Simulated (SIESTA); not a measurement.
The system is Si2W.

```
W Si
1.0
    -1.60690    1.60690    3.91495
     1.60690   -1.60690    3.91495
     1.60690    1.60690   -3.91495
W Si
1 2
Direct
  0.00000 0.00000 0.00000
  0.66530 0.66530 0.00000
  0.33470 0.33470 0.00000
```

```yaml
Program: SIESTA 5.4.2
Task: single point
Functional: PBEsol
Potentials_or_basis: PseudoDojo 0.4 standard (PBEsol files)
Basis: DZP (energy shift 0.003 Ry; two zetas on semicore shells)
Grid_cutoff: 800 Ry
Energy_shift: 0.003 Ry
k_mesh: 12 × 12 × 12
Occupations: fermi-dirac, width 0.05 eV
Spin: no spin polarisation
```

On this cell: pressure -0.7 GPa; largest force 0.113 eV/Å; band gap on the k mesh none (metal or under the smearing width).

The same run follows on a disturbed copy (atoms moved at random, drawn with an rms of 0.05 Å):

```
CELL_PARAMETERS angstrom
-1.60690 1.60690 3.91495
1.60690 -1.60690 3.91495
1.60690 1.60690 -3.91495
ATOMIC_POSITIONS crystal
W 0.01217 0.99806 0.01179
Si 0.68165 0.65326 0.00829
Si 0.33466 0.31453 0.97355
```

Q: What changes?

A: The energy (extrapolated to zero smearing) moves by +16.5 meV/atom; pressure 0.2 GPa; largest force 0.995 eV/Å; band gap on the k mesh none (metal or under the smearing width).

Forces in eV/Å, atoms in the order of the input:
```
W   -0.569 -0.213  0.214
Si   0.023 -0.304  0.437
Si   0.546  0.518 -0.651
```

Stress tensor (GPa, compression positive):
```
 0.04  0.51 -0.36
 0.51  0.09 -0.49
-0.36 -0.49  0.61
```

Caveats: short orbitals over semicore shells can move pressures by several GPa; the basis of atomic orbitals isn't converged, which shifts pressures, moduli and gaps.
